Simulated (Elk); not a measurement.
This Elk 11.2.3 (patched build) run on Hf needs a look.

The input elk.in:

```
tasks
  2

xctype
  100 117 130

rgkmax
  7.0

gmaxvr
  12.0

lmaxo
  7

nempty
  0

epspot
  1e-06

epsengy
  1e-05

maxscl
  50

stype
  3

swidth
  0.001837466

epsforce
  0.0005

maxatpstp
  20

tforce
  .true.

maxlatvstp
  8

sppath
  './'

avec
  5.93289741845 0.00000000000 0.00000000000
  -2.96644870922 5.13803988242 0.00000000000
  0.00000000000 0.00000000000 47.72265369802

atoms
  1
  'Hf.in'
  5
  0.6666666667 0.3333333333 0.2969857046   0.000 0.000 0.000
  0.3333333333 0.6666666667 0.3984928523   0.000 0.000 0.000
  0.0000000000 0.0000000000 0.5000000000   0.000 0.000 0.000
  0.6666666667 0.3333333333 0.6015071477   0.000 0.000 0.000
  0.3333333333 0.6666666667 0.7030142954   0.000 0.000 0.000

ngridk
  7 7 1
```

Hf.in

```
 'Hf'                                       : spsymb
 'hafnium'                                  : spname
  -72.0000                                  : spzn
   325367.3659                              : spmass
  0.235702E-06    2.6300    52.7922    700    : rminsp, rmt, rmaxsp, nrmt
  21                                        : nstsp
   1   0   1   2.00000  T                   : nsp, lsp, ksp, occsp, spcore
   2   0   1   2.00000  T
   2   1   1   2.00000  T
   2   1   2   4.00000  T
   3   0   1   2.00000  T
   3   1   1   2.00000  T
   3   1   2   4.00000  T
   3   2   2   4.00000  T
   3   2   3   6.00000  T
   4   0   1   2.00000  T
   4   1   1   2.00000  T
   4   1   2   4.00000  T
   4   2   2   4.00000  T
   4   2   3   6.00000  T
   4   3   3   6.00000  F
   4   3   4   8.00000  F
   5   0   1   2.00000  F
   5   1   1   2.00000  F
   5   1   2   4.00000  F
   5   2   2   2.00000  F
   6   0   1   2.00000  F
   1                                        : apword
    0.1500   0  F                           : apwe0, apwdm, apwve
   0                                        : nlx
   7                                        : nlorb
   0   2                                    : lorbl, lorbord
    0.1500   0  F                           : lorbe0, lorbdm, lorbve
    0.1500   1  F
   1   2                                    : lorbl, lorbord
    0.1500   0  F                           : lorbe0, lorbdm, lorbve
    0.1500   1  F
   2   2                                    : lorbl, lorbord
    0.1500   0  F                           : lorbe0, lorbdm, lorbve
    0.1500   1  F
   3   2                                    : lorbl, lorbord
    0.1500   0  F                           : lorbe0, lorbdm, lorbve
    0.1500   1  F
   3   2                                    : lorbl, lorbord
    0.1500   0  F                           : lorbe0, lorbdm, lorbve
   -0.5852   0  T
   0   2                                    : lorbl, lorbord
    0.1500   0  F                           : lorbe0, lorbdm, lorbve
   -2.4529   0  T
   1   2                                    : lorbl, lorbord
    0.1500   0  F                           : lorbe0, lorbdm, lorbve
   -1.2221   0  T
```

Potentials or basis: APW+lo light.

Command:

```console
$ OMP_NUM_THREADS=8 elk
```

Output:

```text
┌─────────────────────────────────┐
│ Elk code version 11.2.3 started │
└─────────────────────────────────┘

Error(readinput): nempty <= 0 :    0.000000000
```

**Question.** Diagnose the run.

**Answer.** The program refused the input. The input holds a flaw that was put in on purpose: no empty states (nempty = 0).
